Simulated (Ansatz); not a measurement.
TiAl3:

```
Ti Al
1.0
    -1.91111    1.91111    4.28067
     1.91111   -1.91111    4.28067
     1.91111    1.91111   -4.28067
Ti Al
1 3
Cartesian
  0.0000 0.0000 0.0000
  1.9111 0.0000 2.1403
  0.0000 1.9111 2.1403
  0.0000 0.0000 4.2807
```

The cell comes from a database or a generator and needn't be the stable form of this composition.

```yaml
Program: Ansatz 0.2.0
Task: relaxation of cell and atoms
Functional: LDA
Potentials_or_basis: Ansatz PAW
Cutoff: "420 eV (not typed: the program's choice for these potentials)"
k_mesh: 10 × 10 × 10
Occupations: fermi-dirac, width 0.05 eV
Spin: no spin polarisation
```

At the start: volume 15.63 Å³/atom.

Q: How do energy, volume and symmetry change on relaxing?

A: It ends after 5 steps and the volume is 15.15 Å³/atom (-3.1 %); space group I4/mmm (No. 139, to 0.05 Å).

The path:
| step | energy change (eV) | largest force (eV/Å) | volume (Å³) |
| --- | --- | --- | --- |
| 1 | 0.0000 | 0.0000 | 62.54 |
| 2 | -0.0188 | 0.0000 | 59.84 |
| 3 | -0.0226 | 0.0000 | 60.63 |
| 4 | -0.0226 | 0.0000 | 60.59 |
| 5 | -0.0220 | 0.0000 | 60.59 |

Final structure:
```xyz
4
Lattice="-1.8903 1.8903 4.2392 1.8903 -1.8903 4.2392 1.8903 1.8903 -4.2392" Properties=species:S:1:pos:R:3 pbc="T T T"
Ti    0.0000    0.0000    0.0000
Al    1.8903    0.0000    2.1196
Al    0.0000    1.8903    2.1196
Al    0.0000    0.0000    4.2392
```

Caveat: the plane-wave basis is chosen anew once the cell has moved, so the energies of steps on either side of that aren't comparable; the PAW data sets come from PBE, with cores solved anew for the run's functional, which leaves a small shift of forces and pressure.
